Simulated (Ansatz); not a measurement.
CaSe, space group F-43m, cell relaxations under several functionals

Computed with the Ansatz DFT code, driven from Python.

Notebook, run cell by cell (the value of a cell's last expression is shown):

```python
import ansatz as az
import numpy as np

def edges_and_angles(cell):
    cell = np.asarray(cell)
    a, b, c = np.linalg.norm(cell, axis=1)
    cosines = cell[1] @ cell[2] / (b * c), cell[0] @ cell[2] / (a * c), cell[0] @ cell[1] / (a * b)
    return (a, b, c, *np.degrees(np.arccos(cosines)))

lattice = az.Lattice.of(
    (0.0, 3.3, 3.3),
    (3.3, 0.0, 3.3),
    (3.3, 3.3, 0.0),
)
sites = [
    ("Ca", (0.0, 0.0, 0.0)),
    ("Se", (0.75, 0.75, 0.75)),
]
system = az.Crystal(lattice=lattice)
for symbol, position in sites:
    system = system.atom(symbol, position)
```

```python
system.resolved().sites[-1]
```

    Site(symbol='Se', position=(0.75, 0.75, 0.75), moment=None, axis=None, held=None, saved=None)

```python
job = system.calculation()
job = job.basis(35 * az.Ry)
job = job.kpoints(6).occupations(az.OccupationsMethod.FIXED)
job = job.relax(cell=True)
```

```python
levels = [("lda", "none"), ("blyp", "d3bj"), ("pbesol", "none")]
print("level            a       b       c    alpha   beta  gamma  V/atom  steps")
for name, dispersion in levels:
    seen = []
    run = job.functional(name, dispersion=dispersion).session().plan()
    res = run.execute(on_event=lambda e: seen.append(e) if e["event"] == "relax_step" else None)
    cell = res.lattice.cell_ang
    label = name if dispersion == "none" else f"{name}+{dispersion}"
    print("{:13s} {:7.4f} {:7.4f} {:7.4f} {:6.2f} {:6.2f} {:6.2f}".format(label, *edges_and_angles(cell)), f"{abs(np.linalg.det(cell)) / len(res.lattice.sites):7.3f} {len(seen):5d}")
```

    level            a       b       c    alpha   beta  gamma  V/atom  steps
    lda            4.5382  4.5382  4.5382  60.00  60.00  60.00  33.045     5
    blyp+d3bj      4.5705  4.5705  4.5705  60.00  60.00  60.00  33.757     4
    pbesol         4.5984  4.5984  4.5984  60.00  60.00  60.00  34.378     4

From smallest to largest: LDA (33.04 Å³ an atom, -8.0 % against the start), BLYP+D3BJ (33.76 Å³ an atom, -6.1 % against the start) and PBEsol (34.38 Å³ an atom, -4.3 % against the start). The spread is 4.0 % in volume.

Reading the output:
- Forces vanish by symmetry, so the ions can't move, and the end may be a saddle.
- Edges and angles are those of the cell as typed, here a primitive one, not of the conventional cell.
- This cell is a computed structure, which may not be the phase found in nature.
- Wall time of the script: 22 s on 1 thread of Arm Neoverse V2, on a shared host, peak memory 0.43 GiB.
